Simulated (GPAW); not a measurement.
# GaN (Fm-3m) in GPAW: convergence with basis set

Aim: find how far basis set must go before the results for GaN settle, at PBE. This setting moves, with any that are tied to it; all else stays.

All numbers are computed with GPAW 26.7.0; they aren't measurements. Logs are shortened: lines on timing, memory, paths and dates and some standing lists are left out, and cuts for length are marked. The log counts tension as positive stress, the text compression.

### Step 1. Starting point

It takes space group Fm-3m (No. 225, cubic). The conventional cell has a = 4.270 Å, b = 4.270 Å, c = 4.270 Å, α = 90.00°, β = 90.00°, γ = 90.00°. Ga (site symmetry m-3m) has 6 N at 2.14 Å as nearest neighbours. N (site symmetry m-3m) is surrounded by 6 Ga at 2.14 Å.

Measurements of this composition are mostly on another form, of space group No. 186.

### Step 2. With basis set lcao:sz(dzp)

Contents of run.py:

```python
from ase.dft.bandgap import bandgap
from ase.io import read, write
from gpaw import GPAW

atoms = read('POSCAR')

calc = GPAW(mode='lcao',
            h=0.16,
            basis='sz(dzp)',
            xc='PBE',
            kpts={'size': (11, 11, 11), 'gamma': True},
            occupations={'name': 'fermi-dirac', 'width': 0.05},
            convergence={'density': 1e-05, 'energy': 1e-05},
            maxiter=100,
            txt='gpaw.txt')
atoms.calc = calc
energy = atoms.get_potential_energy()
forces = atoms.get_forces()
calc.write('gs.gpw')
write('result.traj', atoms)
print(f'Energy: {energy:.6f} eV')
print('Forces (eV/A):')
print(forces.round(4))
print('Fermi level:', round(calc.get_fermi_level(), 4), 'eV')
print(f'Gap: {bandgap(calc)[0]:.4f} eV, direct: {bandgap(calc, direct=True)[0]:.4f} eV')
```

Contents of POSCAR:

```
GaN
1.0
    0.0000000000      2.1352350000      2.1352350000
    2.1352350000      0.0000000000      2.1352350000
    2.1352350000      2.1352350000      0.0000000000
Ga N
1 1
Direct
    0.0000000000      0.0000000000      0.0000000000
    0.5000000000      0.5000000000      0.5000000000
```

Potentials or basis: GPAW PAW data sets (gpaw-data 1.2.1), lcao:sz(dzp).

Started as:

```bash
$ OMP_NUM_THREADS=1 python run.py
```

gpaw.txt:

```text
__  _  _
 | _ |_)|_||  |
 |__||  | ||/\| - 26.7.0

Input parameters:
  mode=LCAO(),
  basis={'default': 'sz(dzp)'},
  convergence={'density': 1e-05, 'energy': 1e-05},
  h=0.16,
  kpts=MonkhorstPack(size=(11, 11, 11), gamma=True),
  maxiter=100,
  occupations=Occupations(name='fermi-dirac', width=0.05),
  xc=XC(name='PBE')

              N

       Ga

Atoms  # Å, Bohr magnetons
|   | symbol |        x |        y |        z |    initial magnetic moments |
|---|--------|----------|----------|----------|-----------------------------|
| 0 |     Ga | 0.000000 | 0.000000 | 0.000000 | ( 0.0000,  0.0000,  0.0000) |
| 1 |      N | 2.135235 | 2.135235 | 2.135235 | ( 0.0000,  0.0000,  0.0000) |

Unit cell  # Å
| periodic |        x |        y |        z |  lengths |    angles |
|----------|----------|----------|----------|----------|-----------|
|      yes | 0.000000 | 2.135235 | 2.135235 | 3.019678 | 60.000000 |
|      yes | 2.135235 | 0.000000 | 2.135235 | 3.019678 | 60.000000 |
|      yes | 2.135235 | 2.135235 | 0.000000 | 3.019678 | 60.000000 |

Number of symmetries: 48
Symmetry operations  # r_c * U_cc + t_c -> r_c
|    | kind |            matrix            |
|----|------|------------------------------|
|  0 |  σ   |  1, 0, 0,  1, 0,-1,  1,-1, 0 |
|  1 |  C2  |  1, 0, 0,  1,-1, 0,  1, 0,-1 |
|  2 |  E   |  1, 0, 0,  0, 1, 0,  0, 0, 1 |
|  3 |  σ   |  1, 0, 0,  0, 0, 1,  0, 1, 0 |
|  4 |  C4  |  1, 0,-1,  1, 0, 0,  1,-1, 0 |
|  5 |  S6  |  1, 0,-1,  1,-1, 0,  1, 0, 0 |
|  6 |  σ   |  1, 0,-1,  0, 1,-1,  0, 0,-1 |
|  7 |  C3  |  1, 0,-1,  0, 0,-1,  0, 1,-1 |
|  8 |  S6  |  1,-1, 0,  1, 0, 0,  1, 0,-1 |
|  9 |  C4  |  1,-1, 0,  1, 0,-1,  1, 0, 0 |
| 10 |  C3  |  1,-1, 0,  0,-1, 1,  0,-1, 0 |
| 11 |  σ   |  1,-1, 0,  0,-1, 0,  0,-1, 1 |
| 12 |  σ   |  0, 1, 0,  1, 0, 0,  0, 0, 1 |
| 13 |  C4  |  0, 1, 0,  0, 1,-1, -1, 1, 0 |
| 14 |  C3  |  0, 1, 0,  0, 0, 1,  1, 0, 0 |
| 15 |  S6  |  0, 1, 0, -1, 1, 0,  0, 1,-1 |
| 16 |  C2  |  0, 1,-1,  1, 0,-1,  0, 0,-1 |
[... 17 lines left out ...]
| 34 |  S4  |  0,-1, 0,  0,-1, 1,  1,-1, 0 |
| 35 |  C2  |  0,-1, 0, -1, 0, 0,  0, 0,-1 |
| 36 |  C2  | -1, 1, 0,  0, 1, 0,  0, 1,-1 |
| 37 |  S6  | -1, 1, 0,  0, 1,-1,  0, 1, 0 |
| 38 |  S4  | -1, 1, 0, -1, 0, 1, -1, 0, 0 |
| 39 |  C3  | -1, 1, 0, -1, 0, 0, -1, 0, 1 |
| 40 |  S6  | -1, 0, 1,  0, 0, 1,  0,-1, 1 |
| 41 |  C2  | -1, 0, 1,  0,-1, 1,  0, 0, 1 |
| 42 |  C3  | -1, 0, 1, -1, 1, 0, -1, 0, 0 |
| 43 |  S4  | -1, 0, 1, -1, 0, 0, -1, 1, 0 |
| 44 |  C2  | -1, 0, 0,  0, 0,-1,  0,-1, 0 |
| 45 |  i   | -1, 0, 0,  0,-1, 0,  0, 0,-1 |
| 46 |  σ   | -1, 0, 0, -1, 1, 0, -1, 0, 1 |
| 47 |  C2  | -1, 0, 0, -1, 0, 1, -1, 1, 0 |

BZ-sampling:
  Number of BZ points: 1331
  Number of IBZ points: 56

  Monkhorst-Pack size: [11, 11, 11]
  Monkhorst-Pack shift: [0, 0, 0]

K-points  # in reciprocal-cell coordinates
|     |                                coordinates |     weight |
|-----|--------------------------------------------|------------|
|   0 | (  0.00000000,   0.00000000,   0.00000000) | 0.00075131 |
|   1 | (  0.09090909,   0.09090909,   0.00000000) | 0.00450789 |
|   2 | (  0.09090909,   0.09090909,   0.09090909) | 0.00601052 |
|   3 | (  0.18181818,   0.09090909,   0.09090909) | 0.00901578 |
|   4 | (  0.18181818,   0.18181818,   0.00000000) | 0.00450789 |
|   5 | (  0.18181818,   0.18181818,   0.09090909) | 0.01803156 |
|   6 | (  0.18181818,   0.18181818,   0.18181818) | 0.00601052 |
|   7 | (  0.27272727,   0.18181818,   0.09090909) | 0.01803156 |
|   8 | (  0.27272727,   0.18181818,   0.18181818) | 0.01803156 |
[... 243 lines left out ...]
      filter: 2.06  # [Å]
      core: 4.17  # [Å]
    projectors
    | kind |    occ | energy [eV] | rcut [Å] |
    |------|--------|-------------|----------|
    |   4s |  2.000 |      -8.945 |    1.164 |
    |   4p |  1.000 |      -2.580 |    1.164 |
    |    s |        |      18.266 |    1.164 |
    |    p |        |      24.631 |    1.164 |
    |    d |        |       0.000 |    1.164 |

    LCAO basis set for Ga:
      Name: sz(dzp)
      File: <dir>
      Number of radial functions: 2
      Number of spherical harmonics: 4
        l=0, rc=7.2656 Bohr: 4s-sz confined orbital
        l=1, rc=10.3438 Bohr: 4p-sz confined orbital
      Number of RI-basis functions 0

  N:
    name:    Nitrogen
    Z:       7.0
    valence: 5
    core:    2
    charge:  0.0  # [|e|]
    compensation charges:
      type: gauss
      rc: 0.18  # [Å]
      lmax: 2
    cutoffs:
      filter: 1.11  # [Å]
      core: 0.96  # [Å]
    projectors
    | kind |    occ | energy [eV] | rcut [Å] |
    |------|--------|-------------|----------|
    |   2s |  2.000 |     -18.583 |    0.603 |
    |   2p |  3.000 |      -7.089 |    0.529 |
    |    s |        |       8.629 |    0.603 |
    |    p |        |      20.123 |    0.529 |
    |    d |        |       0.000 |    0.577 |

    LCAO basis set for N:
      Name: sz(dzp)
      File: <dir>
      Number of radial functions: 2
      Number of spherical harmonics: 4
        l=0, rc=4.8594 Bohr: 2s-sz confined orbital
        l=1, rc=6.0625 Bohr: 2p-sz confined orbital
      Number of RI-basis functions 0

Reference energy: -54366.393033  # eV

eigensolver:
  <gpaw.new.lcao.eigensolver.LCAOEigensolver object>
density mixing:
  MSR1-Mixer
  Pratt-step length: 0.05
  Maximum mixing coefficient: 0.75
  Old densities: 10
  SVD Regularization: 0.005
  Good broyden scale: 1.0
  Trust region scale: 1.0
  Backstep threshold: 4.0
  History deletion threshold: 6.0
  Fourier metric: weight=20.0, sigma=0.015

occupation numbers:
  Fermi-Dirac:
    width: 0.0500  # eV

FastPoissonSolver using
    Stencil: 12*3+1=37 point O(h^6) finite-difference Laplacian
    FFT axes: [np.int64(0), np.int64(1), np.int64(2)]
    FST axes: []

xc functional:
  name: PBE with 2 nearest neighbor stencil
interpolation: tri-quintic # 5. degree polynomial

convergence criteria:
- Maximum integral of absolute [dens]ity change: 1e-05 electrons / valence electron
- Maximum [total energy] change in last 3 cyles: 1e-05 eV / valence electron
- Maximum integral of absolute [eigenst]ate change: 4e-08 eV^2 / valence electron
maximum number of iterations: 100

SCF iterations
|iter     | |      energy | eigst |  dens |
|---------|-|-------------|-------|-------|
|iter:   1| |  -11.660132 |      c|       |
|iter:   2| |  -11.319023 |      c| -0.64 |
|iter:   3| |  -10.217508 |      c| -0.69 |
|iter:   4| |  -10.215660 |      c| -1.57 |
|iter:   5| |  -10.215371 |      c| -1.85 |
|iter:   6| |  -10.215373 |      c| -3.60 |
|iter:   7| |  -10.215374c|      c| -4.80 |
|iter:   8| |  -10.215375c|      c| -5.33c|

Converged in 8 steps
Energy contributions relative to reference atoms: (reference = -54366.393033)

Energy contributions:
  Kinetic:          44.300014
  Coulomb:         -37.544201
  Zero:              0.407807
  External:          0.000000
  Xc:              -17.378840
  Entropy:          -0.000308
  Spinorbit:         0.000000
  ----------------------------
  Free energy:     -10.215528
  Extrapolated:    -10.215375

dipole moment: (-10.728446, -10.728446, -10.728446)  # |e|*Ang

Fermi level: 9.700
Eigenvalues  # (at kpt = [0.000, 0.000, 0.000])
| band index |      eig [eV] | occ [0-2] |
|------------|---------------|-----------|
|          0 |        -7.931 |     2.000 |
|          1 |         8.989 |     2.000 |
|          2 |         8.989 |     2.000 |
|          3 |         9.001 |     2.000 |
|          4 |        11.238 |     0.000 |
|          5 |        24.784 |     0.000 |
|          6 |        24.784 |     0.000 |
|          7 |        24.790 |     0.000 |

Gap: 0.325 eV
Transition (v -> c):
  (s=0, k=13, n=3, [0.36, 0.18, 0.18]) -> (s=0, k=50, n=4, [0.45, 0.45, 0.00])
Direct/indirect transitions are different
Direct gap: 2.236 eV
Transition at: (s=0, k=0, n=3, [0.00, 0.00, 0.00])

Forces  # eV/Ang
|        x |       y |        z |
|----------|---------|----------|
| -0.00000 | 0.00000 |  0.00000 |  # Ga   0
|  0.00000 | 0.00000 | -0.00000 |  # N    1

# Writing to gs.gpw (mode='')
```

stdout:

```text
Energy: -10.215375 eV
Forces (eV/A):
[[-0.  0.  0.]
 [ 0.  0. -0.]]
Fermi level: 9.7003 eV
Gap: 0.3251 eV, direct: 2.2363 eV
```

Wall time 50 s (1 thread of Arm Neoverse V2, shared host); peak memory 0.15 GiB.

What came out:

- Free energy: -10.2155 eV
- Band gap on the k mesh: 0.33 eV, indirect (least direct gap 2.24 eV)

### Step 3. With basis set lcao:szp(dzp)

run.py, as its differences from that of step 2:

```diff
@@ -8,3 +8,3 @@
             h=0.16,
-            basis='sz(dzp)',
+            basis='szp(dzp)',
             xc='PBE',
```

POSCAR is that of step 2.

Potentials or basis: GPAW PAW data sets (gpaw-data 1.2.1), lcao:szp(dzp).

Started as:

```bash
$ OMP_NUM_THREADS=1 python run.py
```

Run time: 3.3 min. Hardware: 1 thread of Arm Neoverse V2, shared host; peak memory 0.17 GiB.

What came out:

```yaml
Free_energy: -10.4237 eV
Band_gap_on_the_k_mesh: 0.37 eV, indirect (least direct gap 2.31 eV)
```

### Step 4. With basis set lcao:dz(dzp)

run.py, as its differences from that of step 3:

```diff
@@ -8,3 +8,3 @@
             h=0.16,
-            basis='szp(dzp)',
+            basis='dz(dzp)',
             xc='PBE',
```

POSCAR is that of step 3.

Potentials or basis: GPAW PAW data sets (gpaw-data 1.2.1), lcao:dz(dzp).

Started as:

```bash
$ OMP_NUM_THREADS=1 python run.py
```

Run time: 70 s. Hardware: 1 thread of Arm Neoverse V2, shared host; peak memory 0.16 GiB.

Results:

* Free energy: -10.6042 eV
* Band gap on the k mesh: 0.62 eV, indirect (least direct gap 2.32 eV)

### Step 5. With basis set lcao:dzp

run.py, as its differences from that of step 4:

```diff
@@ -8,3 +8,3 @@
             h=0.16,
-            basis='dz(dzp)',
+            basis='dzp',
             xc='PBE',
```

POSCAR is that of step 4.

Potentials or basis: GPAW PAW data sets (gpaw-data 1.2.1), lcao:dzp.

Started as:

```bash
$ OMP_NUM_THREADS=1 python run.py
```

It took 4 min on 1 thread of Arm Neoverse V2, shared host; peak memory 0.18 GiB.

The run converged. Its results:

```
Free energy            : -10.7379 eV
Band gap on the k mesh : 0.47 eV, indirect (least direct gap 2.30 eV)
```

### Step 6. With basis set fd

run.py, as its differences from that of step 5:

```diff
@@ -6,5 +6,4 @@
 
-calc = GPAW(mode='lcao',
+calc = GPAW(mode='fd',
             h=0.16,
-            basis='dzp',
             xc='PBE',
@@ -12,2 +11,3 @@
             occupations={'name': 'fermi-dirac', 'width': 0.05},
+            nbands=11,
             convergence={'density': 1e-05, 'energy': 1e-05},
```

POSCAR is that of step 5.

Potentials or basis: GPAW PAW data sets (gpaw-data 1.2.1), fd.

Started as:

```bash
$ OMP_NUM_THREADS=1 python run.py
```

Run time: 18 s. Hardware: 1 thread of Arm Neoverse V2, shared host; peak memory 0.22 GiB.

It converged, with:

```yaml
Free_energy: -11.3946 eV
Band_gap_on_the_k_mesh: 0.58 eV, indirect (least direct gap 2.36 eV)
```

### Step 7. With basis set pw

run.py, as its differences from that of step 6:

```diff
@@ -2,3 +2,4 @@
 from ase.io import read, write
-from gpaw import GPAW
+from ase.units import GPa
+from gpaw import GPAW, PW
 
@@ -6,4 +7,3 @@
 
-calc = GPAW(mode='fd',
-            h=0.16,
+calc = GPAW(mode=PW(800),
             xc='PBE',
@@ -18,2 +18,3 @@
 forces = atoms.get_forces()
+stress = atoms.get_stress()
 calc.write('gs.gpw')
@@ -23,2 +24,3 @@
 print(forces.round(4))
+print('Stress (GPa):', (stress / GPa).round(3))
 print('Fermi level:', round(calc.get_fermi_level(), 4), 'eV')
```

POSCAR is that of step 6.

Potentials or basis: GPAW PAW data sets (gpaw-data 1.2.1), pw.

Started as:

```bash
$ OMP_NUM_THREADS=1 python run.py
```

It took 8.8 s on 1 thread of Arm Neoverse V2, shared host; peak memory 0.15 GiB.

Results (log left out):

```
Free energy            : -11.3535 eV
Pressure               : 1.8 GPa
Band gap on the k mesh : 0.56 eV, indirect (least direct gap 2.34 eV)
```

### Step 8. The series at a glance

| basis set | energy less the tightest run, at zero smearing (meV/atom) | gap on the mesh (eV) | SCF cycles | CPU time (s) | peak memory (GiB) |
| --- | --- | --- | --- | --- | --- |
| lcao:sz(dzp) | 569.07 | 0.325 | 8 | 50 | 0.15 |
| lcao:szp(dzp) | 464.98 | 0.367 | 8 | 200 | 0.17 |
| lcao:dz(dzp) | 374.65 | 0.624 | 8 | 70 | 0.16 |
| lcao:dzp | 307.85 | 0.467 | 8 | 240 | 0.18 |
| fd | -20.52 | 0.577 | 9 | 18 | 0.22 |
| pw | 0.00 | 0.563 | 10 | 8.8 | 0.15 |

Not settled before the last step: the energy (to 1 meV/atom), the gap on the mesh (to 0.01 eV). The tightest run that finished is the yardstick and may itself not be fully converged.

Caveats: an odd mesh through Γ misses points on the zone boundary, where band edges often lie.
